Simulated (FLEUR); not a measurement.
# KBr (Fm-3m) in FLEUR: further runs

The runs below take KBr through equation of state, with LDA.

All numbers are computed with FLEUR MaX-R8.1 (later development tree); they aren't measurements. Logs are shortened: lines on timing, memory, paths and dates and some standing lists are left out, and cuts for length are marked.

### 1 The crystal as given

Symmetry: Fm-3m, No. 225, cubic system. The conventional cell has a = 6.600 Å, b = 6.600 Å, c = 6.600 Å, α = 90.00°, β = 90.00°, γ = 90.00°. Around Br (site symmetry m-3m) lie 6 K at 3.30 Å. K (site symmetry m-3m) is surrounded by 6 Br at 3.30 Å.

### 2 Equation of state, LDA, 33.78 Å³/atom (volume scaled by 0.94)

Input file inp.xml:

```xml
<?xml version="1.0" encoding="UTF-8" standalone="no"?>
<fleurInput fleurInputVersion="0.39">
   <comment>
      KBr                                                                                                 
   </comment>
   <calculationSetup>
      <cutoffs Kmax="4.1" Gmax="12.7" GmaxXC="12.7" numbands="0"/>
      <scfLoop itmax="60" minDistance="0.00001" maxIterBroyd="15" imix="Anderson" alpha="0.05" precondParam="0.0" spinf="2.0" sdNocoIR="T"/>
      <coreElectrons ctail="T" frcor="F" kcrel="0" coretail_lmax="0"/>
      <xcFunctional name="vwn" relativisticCorrections="F"/>
      <magnetism jspins="1"/>
      <soc l_soc="F" theta="0.0" phi="0.0" spav="F"/>
      <expertModes spex="0" secvar="F"/>
      <geometryOptimization l_f="F" forcealpha="1.0" forcemix="BFGS" epsdisp="0.00001" epsforce="0.00001"/>
      <ldaU l_linMix="F" mixParam="0.05" spinf="1.0"/>
   </calculationSetup>
   <cell>
      <bzIntegration valenceElectrons="26.0" mode="hist" fermiSmearingEnergy="0.00183747">
         <kPointListSelection listName="default-1"/>
         <!-- k-points included here -->
         <xi:include xmlns:xi="http://www.w3.org/2001/XInclude" href="kpts.xml"> </xi:include>
      </bzIntegration>
      <!-- symmetry operations included here -->
      <xi:include xmlns:xi="http://www.w3.org/2001/XInclude" href="sym.xml"> </xi:include>
      <bulkLattice scale="0.9795861087">
         <bravaisMatrix>
            <row-1>    0.0000000000000000     6.2360962111799996     6.2360962111799996</row-1>
            <row-2>    6.2360962111799996     0.0000000000000000     6.2360962111799996</row-2>
            <row-3>    6.2360962111799996     6.2360962111799996     0.0000000000000000</row-3>
         </bravaisMatrix>
      </bulkLattice>
   </cell>
   <atomSpecies>
      <species name="Bromine (Br)" element="Br" atomicNumber="35">
         <mtSphere radius="2.66" gridPoints="879" logIncrement="0.014"/>
         <atomicCutoffs lmax="10" lnonsphr="10"/>
         <electronConfig flipSpins="F">
            <coreConfig>(1s1/2) (2s1/2) (2p1/2) (2p3/2) (3s1/2) (3p1/2) (3p3/2)</coreConfig>
            <valenceConfig>(3d3/2) (3d5/2) (4s1/2) (4p1/2) (4p3/2)</valenceConfig>
            <stateOccupation state="(4p1/2)" spinUp="0.833333" spinDown="0.833333"/>
            <stateOccupation state="(4p3/2)" spinUp="1.666667" spinDown="1.666667"/>
         </electronConfig>
         <energyParameters s="4" p="4" d="4" f="4"/>
         <lo type="SCLO" l="2" n="3" eDeriv="0"/>
         <lo type="SCLO" l="2" n="3" eDeriv="1"/>
         <lo type="SCLO" l="0" n="4" eDeriv="2"/>
         <lo type="SCLO" l="1" n="4" eDeriv="2"/>
         <lo type="SCLO" l="3" n="4" eDeriv="2"/>
      </species>
      <species name="Potassium (K)" element="K" atomicNumber="19">
         <mtSphere radius="2.66" gridPoints="879" logIncrement="0.014"/>
         <atomicCutoffs lmax="10" lnonsphr="10"/>
         <electronConfig flipSpins="F">
            <coreConfig>(1s1/2) (2s1/2) (2p1/2) (2p3/2)</coreConfig>
            <valenceConfig>(3s1/2) (3p1/2) (3p3/2) (4s1/2)</valenceConfig>
            <stateOccupation state="(4s1/2)" spinUp="0.500000" spinDown="0.500000"/>
         </electronConfig>
         <energyParameters s="4" p="3" d="3" f="4"/>
         <lo type="SCLO" l="0" n="3" eDeriv="0"/>
         <lo type="HELO" l="1" n="4" eDeriv="0"/>
         <lo type="HELO" l="1" n="4" eDeriv="1"/>
         <lo type="SCLO" l="2" n="3" eDeriv="2"/>
         <lo type="SCLO" l="3" n="4" eDeriv="2"/>
      </species>
   </atomSpecies>
   <atomGroups>
      <atomGroup species="Bromine (Br)">
         <relPos label="                   1">1.000/2.000 1.000/2.000 1.000/2.000</relPos>
         <force calculate="T" relaxXYZ="TTT"/>
      </atomGroup>
      <atomGroup species="Potassium (K)">
         <relPos label="                   2">.0000000000 .0000000000 .0000000000</relPos>
         <force calculate="T" relaxXYZ="TTT"/>
      </atomGroup>
   </atomGroups>
   <output dos="F" band="F" slice="F">
      <checks vchk="F" cdinf="F"/>
      <bandDOS minEnergy="-.5*Htr" maxEnergy="0.5*Htr" sigma="0.015" storeEVData="T"/>
      <vacuumDOS vacdos="F" integ="F" star="F" nstars="0" locx1="0.0" locy1="0.0" locx2="0.0" locy2="0.0" nstm="0" tworkf="0.0"/>
      <unfoldingBand unfoldBand="F" supercellX="1" supercellY="1" supercellZ="1"/>
      <plotting iplot="0" polar="F">
         <plot TwoD="T" vec1="  1.0  0.0  0.0" vec2="  0.0  1.0  0.0" vec3="  0.0  0.0  1.0" zero="  0.0  0.0  0.0" file="plot"/>
      </plotting>
      <chargeDensitySlicing numkpt="0" minEigenval="0.0" maxEigenval="0.0" nnne="0" pallst="F"/>
      <specialOutput eonly="F"/>
      <moessbauerParams electricFieldGradient="T" isomerShift="T" coreHyperfine="T" valenceHyperfine="T"/>
      <magneticCircularDichroism mcd="F" energyLo="-10.0" energyUp="0.0"/>
   </output>
  <!-- We include the file relax.xml here to enable relaxations (see documentation) -->
  <xi:include xmlns:xi="http://www.w3.org/2001/XInclude" href="relax.xml"> <xi:fallback/> </xi:include>
</fleurInput>
```

Potentials or basis: all-electron, FLAPW.

The run is started by

```bash
$ inpgen -f crystal.txt -profile fastHighL
$ # inp.xml edited to the form shown
$ fleur_MPI
```

Output:

```text
Welcome to FLEUR        (www.flapw.de)
      MaX-Release 8.1          (www.max-centre.eu)

 ========== k-point set info ==========
 Selected k-point list: default-1
 k-point list type: mesh
 7 x 7 x 7
 Number of k points: 20

 ------------Calculation Setup---------------------------
 Number of MPI-tasks      :            1
 Number of PE/node        :            1
 Number of OMP-threads    :            1
 Most efficient MPI parallelization for:
           1           2           4           5          10          20
 Additional eigenvalue parallelization possible
 Number of basis functions:          611
 Approximate size of matrices (H+S) per k-point:         0.006 GB
 --------------------------------------------------------
 Iteration:     1   Distance:       2.88440697 me/bohr^3
 Iteration:     2   Distance:       2.59697152 me/bohr^3
 Iteration:     3   Distance:       1.32102384 me/bohr^3
 Iteration:     4   Distance:       0.59215854 me/bohr^3
 Iteration:     5   Distance:       0.50630298 me/bohr^3
 Iteration:     6   Distance:       0.06812354 me/bohr^3
 Iteration:     7   Distance:       0.06662321 me/bohr^3
 Iteration:     8   Distance:       0.01457721 me/bohr^3
 Iteration:     9   Distance:       0.00601343 me/bohr^3
 Iteration:    10   Distance:       0.00165500 me/bohr^3
 Iteration:    11   Distance:       0.00015304 me/bohr^3
 Iteration:    12   Distance:       0.00008206 me/bohr^3
 Iteration:    13   Distance:       0.00001049 me/bohr^3
 Iteration:    14   Distance:       0.00000096 me/bohr^3

 ********************************************************************
 Run finished successfully
 Stop message:
   all done
 ********************************************************************
```

out.xml (last iteration):

```text
<iteration numberForCurrentRun="   14" overallNumber="   14">
         <energyParameters units="Htr">
            <atomicEP atomType="1" spin="1" branch="4s" branchLowest="-8.39" branchHighest="-0.25" value="-0.4513990910"/>
            <atomicEP atomType="1" spin="1" branch="4p" branchLowest="-6.04" branchHighest="0.37" value="-0.0181478543"/>
            <atomicEP atomType="1" spin="1" branch="4d" branchLowest="-2.14" branchHighest="1.40" value="0.3420923170"/>
            <atomicEP atomType="1" spin="1" branch="4f" branchLowest="-9.99" branchHighest="2.35" value="0.5201239759"/>
            <loAtomicEP atomType="1" spin="1" branch="3d" branchLowest="-9.99" branchHighest="-2.14" value="-2.1390683411"/>
            <loAtomicEP atomType="1" spin="1" branch="3d" branchLowest="-9.99" branchHighest="-2.14" value="-2.1390683411"/>
            <loAtomicEP atomType="1" spin="1" branch="4s" branchLowest="-8.39" branchHighest="-0.25" value="-0.4513990910"/>
            <loAtomicEP atomType="1" spin="1" branch="4p" branchLowest="-6.04" branchHighest="0.37" value="-0.0235166907"/>
            <loAtomicEP atomType="1" spin="1" branch="4f" branchLowest="-9.99" branchHighest="2.35" value="0.5201261193"/>
            <atomicEP atomType="2" spin="1" branch="4s" branchLowest="-0.94" branchHighest="2.08" value="0.1942966195"/>
            <atomicEP atomType="2" spin="1" branch="3p" branchLowest="-9.99" branchHighest="-0.29" value="-0.3987816897"/>
            <atomicEP atomType="2" spin="1" branch="3d" branchLowest="-9.99" branchHighest="0.71" value="0.3151898702"/>
            <atomicEP atomType="2" spin="1" branch="4f" branchLowest="-9.99" branchHighest="2.50" value="0.5401280652"/>
            <loAtomicEP atomType="2" spin="1" branch="3s" branchLowest="-12.65" branchHighest="-0.94" value="-1.0001236294"/>
            <heloAtomicEP atomType="2" spin="1" branch="4p" branchLowest="1.63" branchHighest="1.63" value="1.6261434281"/>
            <heloAtomicEP atomType="2" spin="1" branch="4p" branchLowest="1.63" branchHighest="1.63" value="1.6261434281"/>
            <loAtomicEP atomType="2" spin="1" branch="3d" branchLowest="-9.99" branchHighest="0.71" value="0.3151309010"/>
            <loAtomicEP atomType="2" spin="1" branch="4f" branchLowest="-9.99" branchHighest="2.50" value="0.5401302353"/>
         </energyParameters>
         <eigenvalues>
            <eigenvaluesAt spin="1" ikpt="1" k_x="0.00000000" k_y="0.00000000" k_z="0.00000000">
                      -2.1416338350       -2.1416338350       -2.1415832585       -2.1415832585       -2.1415832585
                      -1.0002825059       -0.4530869826       -0.4004560162       -0.4004560162       -0.4004560162
                       0.0044302022        0.0044302022        0.0044302022        0.1587403428        0.2749397694
                       0.2749397694        0.2749397694        0.3084909885        0.3084909885        0.4211345582
                       0.5665190976
            </eigenvaluesAt>
            <eigenvaluesAt spin="1" ikpt="2" k_x="0.00000000" k_y="0.00000000" k_z="0.14285714">
                      -2.1416338685       -2.1416338685       -2.1415832951       -2.1415832227       -2.1415832227
                      -1.0002222927       -0.4544386691       -0.4005057308       -0.4005057308       -0.3985369884
                      -0.0080826147        0.0013769838        0.0013769838        0.1790581161        0.2702397287
                       0.2843949713        0.2843949713        0.3192882394        0.3192882394        0.4493434700
                       0.5111524317
            </eigenvaluesAt>
            <eigenvaluesAt spin="1" ikpt="3" k_x="0.00000000" k_y="0.00000000" k_z="0.28571429">
                      -2.1416338675       -2.1416338675       -2.1415832186       -2.1415831891       -2.1415831891
[... 19 lines left out ...]
               <mtCharge atomType="2" total="7.8481469" s="2.0071832" p="5.7756039" d="0.0579983" f="0.0060378"/>
            </mtCharges>
            <spinDependentCharge spin="1" total="26.0000000" interstitial="2.0125670" mtSpheres="23.9874330"/>
            <totalCharge value="26.0000000000"/>
         </valenceDensity>
         <coreStates atomType="     1" atomicNumber=" 35" spin="1" kinEnergy="   2430.8383628667" eigValSum="  -1490.7161615841" lostElectrons=" 0.000004">
            <state n="1" l="0" j="0.5" energy="-488.1282838472" weight="1.0000000000"/>
            <state n="2" l="0" j="0.5" energy="-63.2479446123" weight="1.0000000000"/>
            <state n="2" l="1" j="0.5" energy="-56.9786206193" weight="1.0000000000"/>
            <state n="2" l="1" j="1.5" energy="-55.2363273069" weight="2.0000000000"/>
            <state n="3" l="0" j="0.5" energy="-8.3935101503" weight="1.0000000000"/>
            <state n="3" l="1" j="0.5" energy="-6.2133622150" weight="1.0000000000"/>
            <state n="3" l="1" j="1.5" energy="-5.9618523671" weight="2.0000000000"/>
         </coreStates>
         <coreStates atomType="     2" atomicNumber=" 19" spin="1" kinEnergy="    568.9734423476" eigValSum="   -342.7312279193" lostElectrons=" 0.000000">
            <state n="1" l="0" j="0.5" energy="-128.7358925060" weight="1.0000000000"/>
            <state n="2" l="0" j="0.5" energy="-12.6482716326" weight="1.0000000000"/>
            <state n="2" l="1" j="0.5" energy="-10.0644838120" weight="1.0000000000"/>
            <state n="2" l="1" j="1.5" energy="-9.9584830045" weight="2.0000000000"/>
         </coreStates>
         <allElectronCharges>
            <spinDependentCharge spin="1" total="54.0000000" interstitial="2.0125709" mtSpheres="51.9874291"/>
            <totalCharge value="53.9999999963"/>
         </allElectronCharges>
         <moessbauerParams unitsHFF="kG" unitsIS="e/bohr^3" unitsEFG="Htr/bohr^2">
            <coreIsomerShift atomType="1" isTotal="44425.38878">
               <shell n="1" l="0" isomerShift="39614.62368"/>
               <shell n="2" l="0" isomerShift="4098.72612"/>
               <shell n="2" l="1" isomerShift="44.11729"/>
               <shell n="3" l="0" isomerShift="660.68520"/>
               <shell n="3" l="1" isomerShift="7.23648"/>
            </coreIsomerShift>
            <coreIsomerShift atomType="2" isTotal="5118.72977">
               <shell n="1" l="0" isomerShift="4726.88026"/>
               <shell n="2" l="0" isomerShift="390.81824"/>
               <shell n="2" l="1" isomerShift="1.03127"/>
            </coreIsomerShift>
            <isomerShift atomType="1" nucleusRadius="0.0001017" averageDensity="44496.66309"/>
            <isomerShift atomType="2" nucleusRadius="0.0000802" averageDensity="5166.72541"/>
            <electricFieldGradient atomType="1" VXX="0.00000" VYY="0.00000" VZZ="0.00000" asymParam="0.00000">
            </electricFieldGradient>
            <electricFieldGradient atomType="2" VXX="0.00000" VYY="0.00000" VZZ="0.00000" asymParam="0.00000">
            </electricFieldGradient>
         </moessbauerParams>
         <totalEnergy                                    value="    -3204.1242245862" units="Htr">
            <sumOfEigenvalues                            value="    -1860.2746665558">
               <coreElectrons value="-1833.4473895034"/>
               <valenceElectrons value="-26.8272770524"/>
            </sumOfEigenvalues>
            <densityCoulombPotentialIntegral value="-4973.0468314680"/>
            <densityEffectivePotentialIntegral value="-5133.1568068266"/>
            <chargeDenXCDenIntegral value="-120.9100255331"/>
            <FockExchangeEnergyValence value="0.0000000000"/>
            <FockExchangeEnergyCore value="0.0000000000"/>
            <atomTypeDependentContributions atomType="1">
               <electronNucleiInteractionDifferentMTs value="3142.1944806877"/>
               <MadelungTerm value="-8.9085760808"/>
            </atomTypeDependentContributions>
            <atomTypeDependentContributions atomType="2">
               <electronNucleiInteractionDifferentMTs value="713.1675577223"/>
               <MadelungTerm value="-5.3023090992"/>
            </atomTypeDependentContributions>
            <tkbTimesEntropy value="0.0000000000"/>
            <freeEnergy value="-3204.1242245862"/>
            <extrapolationTo0K value="-3204.1242245862"/>
         </totalEnergy>
         <densityConvergence units="me/bohr^3">
            <chargeDensity spin="1" distance="0.0000009594"/>
         </densityConvergence>
      </iteration>
```

Wall time 44 s (1 thread of Intel Xeon Platinum 8259CL at 2.50GHz (Skylake/Cascade Lake), shared host); peak memory 0.07 GiB.

Results:

```yaml
Free_energy: -87188.6619 eV
Band_gap_on_the_k_mesh: 4.20 eV, direct
Valence_electrons_inside_the_program's_atomic_spheres: Br 16.14; K 7.85 (radii Br 2.66, K 2.66 bohr)
```

### 3 Equation of state, LDA, 34.50 Å³/atom (volume scaled by 0.96)

Edit inp.xml of step 2 so:

```diff
@@ -24,3 +24,3 @@
       <xi:include xmlns:xi="http://www.w3.org/2001/XInclude" href="sym.xml"> </xi:include>
-      <bulkLattice scale="0.9795861087">
+      <bulkLattice scale="0.9864848297">
          <bravaisMatrix>
```

Potentials or basis: all-electron, FLAPW.

The run is started by

```bash
$ inpgen -f crystal.txt -profile fastHighL
$ # inp.xml edited to the form shown
$ fleur_MPI
```

Run time: 46 s. Hardware: 1 thread of Intel Xeon Platinum 8259CL at 2.50GHz (Skylake/Cascade Lake), shared host; peak memory 0.07 GiB.

Results (log left out):

```yaml
Free_energy: -87188.6531 eV
Band_gap_on_the_k_mesh: 4.14 eV, direct
Valence_electrons_inside_the_program's_atomic_spheres: Br 16.13; K 7.84 (radii Br 2.66, K 2.66 bohr)
```

### 4 Equation of state, LDA, 35.94 Å³/atom

Edit inp.xml of step 3 so:

```diff
@@ -24,3 +24,3 @@
       <xi:include xmlns:xi="http://www.w3.org/2001/XInclude" href="sym.xml"> </xi:include>
-      <bulkLattice scale="0.9864848297">
+      <bulkLattice scale="1.0000000000">
          <bravaisMatrix>
```

The run is started by

```bash
$ inpgen -f crystal.txt -profile fastHighL
$ # inp.xml edited to the form shown
$ fleur_MPI
```

It took 48 s on 1 thread of Intel Xeon Platinum 8259CL at 2.50GHz (Skylake/Cascade Lake), shared host; peak memory 0.07 GiB.

The run converged. Its results:

```yaml
Free_energy: -87188.6280 eV
Band_gap_on_the_k_mesh: 4.03 eV, direct
Valence_electrons_inside_the_program's_atomic_spheres: Br 16.12; K 7.83 (radii Br 2.66, K 2.66 bohr)
```

### 5 Equation of state, LDA, 37.37 Å³/atom (volume scaled by 1.04)

Edit inp.xml of step 4 so:

```diff
@@ -24,3 +24,3 @@
       <xi:include xmlns:xi="http://www.w3.org/2001/XInclude" href="sym.xml"> </xi:include>
-      <bulkLattice scale="1.0000000000">
+      <bulkLattice scale="1.0131594038">
          <bravaisMatrix>
```

The run is started by

```bash
$ inpgen -f crystal.txt -profile fastHighL
$ # inp.xml edited to the form shown
$ fleur_MPI
```

Run time: 53 s. Hardware: 1 thread of Intel Xeon Platinum 8259CL at 2.50GHz (Skylake/Cascade Lake), shared host; peak memory 0.08 GiB.

It converged, with:

| Quantity | Value |
| --- | --- |
| Free energy | -87188.5945 eV |
| Band gap on the k mesh | 3.94 eV, direct |
| Valence electrons inside the program's atomic spheres | Br 16.11; K 7.82 (radii Br 2.66, K 2.66 bohr) |

Caveat: an odd mesh through Γ misses points on the zone boundary, where band edges often lie.

### 6 Equation of state, LDA, 38.09 Å³/atom (volume scaled by 1.06)

Edit inp.xml of step 5 so:

```diff
@@ -24,3 +24,3 @@
       <xi:include xmlns:xi="http://www.w3.org/2001/XInclude" href="sym.xml"> </xi:include>
-      <bulkLattice scale="1.0131594038">
+      <bulkLattice scale="1.0196128224">
          <bravaisMatrix>
```

Potentials or basis: all-electron, FLAPW.

The run is started by

```bash
$ inpgen -f crystal.txt -profile fastHighL
$ # inp.xml edited to the form shown
$ fleur_MPI
```

Wall time 53 s (1 thread of Intel Xeon Platinum 8259CL at 2.50GHz (Skylake/Cascade Lake), shared host); peak memory 0.08 GiB.

It converged, with:

```yaml
Free_energy: -87188.5754 eV
Band_gap_on_the_k_mesh: 3.89 eV, direct
Valence_electrons_inside_the_program's_atomic_spheres: Br 16.11; K 7.81 (radii Br 2.66, K 2.66 bohr)
```

Caveat: an odd mesh through Γ misses points on the zone boundary, where band edges often lie.

### 7 Equation of state, LDA

No new run: the results of the series are fitted here.

Results:

```
Equilibrium volume : 32.32 Å³/atom (rough: see the caveat)
Bulk modulus       : 20 GPa (rough)
```

Energy against volume, from the lowest point:
```csv
volume (Å³/atom),energy (meV/atom)
33.781,0.00
34.500,4.35
35.937,16.94
37.374,33.65
38.093,43.23
```

Caveat: the minimum lies outside the volumes run.
